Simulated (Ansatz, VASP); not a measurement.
**TePt (k07): VASP beside Ansatz**

```
Te Pt
1.0
     1.98157    1.14406    6.66103
    -1.98157    1.14406    6.66103
     0.00000   -2.28812    6.66103
Te Pt
2 2
Direct
  0.59800 0.59800 0.59800
  0.40200 0.40200 0.40200
  0.87033 0.87033 0.87033
  0.12967 0.12967 0.12967
```

Alike in both runs: task single point; functional PBEsol; dispersion D3(BJ); k mesh 6 × 6 × 6; occupations gaussian, width 0.1 eV; no spin polarisation.

|  | VASP | Ansatz |
| --- | --- | --- |
| version | VASP 6.6.1 | Ansatz 0.2.0 |
| potentials or method | VASP PAW PBE potentials, release 64 (Te, Pt) | scalar-relativistic, plane waves, PAW |
| plane-wave cutoff (eV) | 520 | 420 |
| valence electrons in the cell | 32 | 68 |

|  | VASP | Ansatz | Ansatz less VASP |
| --- | --- | --- | --- |
| gap on the k mesh at the Fermi level (eV) | none | none | - |
| pressure (GPa) | -4.4 | -4.2 | +0.15 |
| largest component of the traceless stress (GPa) | 0.25 | 0.28 | +0.023 |
| rms of the force components (eV/Å) | 0.092 | 0.092 | +0.0003 |

Atom by atom the forces differ by 0.004 eV/Å (rms over components). A gap of «none» marks a metal or a gap that the smearing closes. The two sets of potentials don't hold the same shells in valence.

Caveats: the PAW data sets were made with another functional, which shifts forces and pressure a little (VASP); pairwise dispersion overbinds metals, which lowers pressure and volume. The runs have no spin-orbit coupling, so splittings on Pt, Te are missing.
